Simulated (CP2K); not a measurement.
Runs of CP2K 2026.2 on TiO2. Symmetry: P4_2/mnm, No. 136, tetragonal system. The conventional cell has a = 4.600 Å, b = 4.600 Å, c = 2.959 Å, α = 90.00°, β = 90.00°, γ = 90.00°. Ti (site symmetry mmm) is surrounded by 6 O at 1.95 to 1.98 Å. Around O (site symmetry m2m) lie 3 Ti at 1.95 to 1.98 Å. The cell is a database's computed one.

```csv
task,level,potentials or basis,cell,smearing,EPS_DEFAULT,k points reduced by the point group,NGRIDS,points a segment of the path (NPOINTS),bands added on the path,gap on the mesh (eV),pressure (GPa),largest force (eV/Å)
band structure,PBE,"POTENTIAL_UZH Ti GTH-PBE-q12, O GTH-PBE-q6; TZVP-MOLOPT-PBE-GTH basis",as given,fermi-dirac 0.05 eV,1.0E-10,yes,4,10,6,1.80,5.2,0.06
relaxation of cell and atoms,LDA,"GTH_POTENTIALS Ti GTH-PADE-q12, O GTH-PADE-q6; TZVP-MOLOPT-PBE-GTH basis",relaxed,fermi-dirac 0.05 eV,1.0E-10,-,4,-,-,1.82,0.0,0.01
single point,PBE,"POTENTIAL_UZH Ti GTH-PBE-q12, O GTH-PBE-q6; TZVP-MOLOPT-PBE-GTH basis",as given,gaussian 0.011 eV,1.0E-10,yes,5,-,-,1.80,5.2,0.06
band structure,PBEsol,"POTENTIAL_UZH Ti GTH-PBE-q12, O GTH-PBE-q6; TZVP-MOLOPT-PBE-GTH basis",as given,fermi-dirac 0.05 eV,1.0E-10,yes,5,10,2,1.77,(b),0.11
atomic charges,PBE,"GTH_POTENTIALS Ti GTH-BLYP-q12, O GTH-BLYP-q6; DZVP-MOLOPT-SR-GTH basis",as given,fermi-dirac 0.05 eV,1.0E-9,yes,5,-,-,1.77,4.3,(a)
```

Alike in all rows: no spin polarisation; k mesh 6 × 6 × 9.

**Question.** Estimate the missing entries.

**Answer.** (a) 0.09; (b) -1.1.

Caveats: the basis of atomic orbitals isn't converged, which shifts pressures, moduli and gaps; an odd mesh through Γ misses points on the zone boundary, where band edges often lie (some runs); the potentials were made for another functional, which shifts forces and pressure (some runs).
